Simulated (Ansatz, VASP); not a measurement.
**Two plane-wave programs on Ge**

```
CELL_PARAMETERS angstrom
-2.47915 2.63307 1.42730
2.47915 -2.63307 1.42730
2.47915 2.63307 -1.42730
ATOMIC_POSITIONS crystal
Ge 0.31406 0.06406 0.25000
Ge 0.68594 0.93594 0.75000
```

Change from the starting cell: volume scaled by 0.98.

Alike in both runs: task single point; functional PBE; k mesh 11 × 11 × 11; occupations fermi-dirac, width 0.05 eV; no spin polarisation.

|  | VASP | Ansatz |
| --- | --- | --- |
| version | VASP 6.6.1 | Ansatz 0.2.0 |
| potentials or method | VASP PAW PBE potentials, release 64 (Ge_d) | Ansatz PAW |
| plane-wave cutoff (eV) | 520 | 420 |
| valence electrons in the cell | 28 | 28 |

```tsv
	VASP	Ansatz	Ansatz less VASP
gap on the k mesh at the Fermi level (eV)	none	none	-
pressure (GPa)	2.7	2.7	-0.03
largest component of the traceless stress (GPa)	1.26	1.26	-0.004
rms of the force components (eV/Å)	0.031	0.032	+0.0003
```

Atom by atom the forces differ by 0.000 eV/Å (rms over components). A gap of «none» marks a metal or a gap that the smearing closes. The functional is the same, so the differences come from potentials, cutoffs and numerics.
